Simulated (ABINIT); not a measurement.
Si2W:

```
CELL_PARAMETERS angstrom
-1.60690 1.60690 3.91495
1.60690 -1.60690 3.91495
1.60690 1.60690 -3.91495
ATOMIC_POSITIONS crystal
W 0.00000 0.00000 0.00000
Si 0.66530 0.66530 0.00000
Si 0.33470 0.33470 0.00000
```

```yaml
Program: ABINIT 10.8.3 (patched build)
Task: relaxation of cell and atoms
Functional: PW91
Potentials_or_basis: JTH PAW PBE v2.0
Cutoff: 517 eV
k_mesh: 8 × 8 × 8
Occupations: fermi-dirac, width 0.05 eV
Spin: no spin polarisation
```

At the start: pressure 4.1 GPa; volume 13.48 Å³/atom.

Task: How do energy, volume and symmetry change on relaxing?

Result: Over 8 steps the energy falls by 3.2 meV/atom and the volume is 13.73 Å³/atom (+1.9 %); space group I4/mmm (No. 139, to 0.05 Å).

Step by step:
| step | energy change (eV) | largest force (eV/Å) | pressure (GPa) | volume (Å³) |
| --- | --- | --- | --- | --- |
| 1 | 0.0000 | 0.0002 | 4.14 | 40.44 |
| 2 | -0.0086 | 0.0330 | 1.26 | 40.95 |
| 3 | -0.0096 | 0.0374 | 0.02 | 41.19 |
| 4 | -0.0096 | 0.0298 | -0.04 | 41.20 |
| 5 | -0.0097 | 0.0109 | -0.03 | 41.21 |
| 6 | -0.0097 | 0.0058 | -0.01 | 41.20 |
| 7 | -0.0097 | 0.0005 | 0.01 | 41.20 |
| 8 | -0.0097 | 0.0002 | 0.01 | 41.20 |

Final structure:
```cif
data_structure
_symmetry_space_group_name_H-M 'P 1'
_symmetry_Int_Tables_number 1
_cell_length_a 4.5512
_cell_length_b 4.5512
_cell_length_c 4.5512
_cell_angle_alpha 138.349
_cell_angle_beta 138.349
_cell_angle_gamma 60.368
_cell_volume 41.20
loop_
_atom_site_label
_atom_site_type_symbol
_atom_site_fract_x
_atom_site_fract_y
_atom_site_fract_z
_atom_site_occupancy
W1 W 0.00000 0.00000 0.00000 1
Si1 Si 0.66499 0.66499 0.00000 1
Si2 Si 0.33501 0.33501 0.00000 1
```

Caveat: the PAW data sets were made with another functional, which shifts forces and pressure a little.
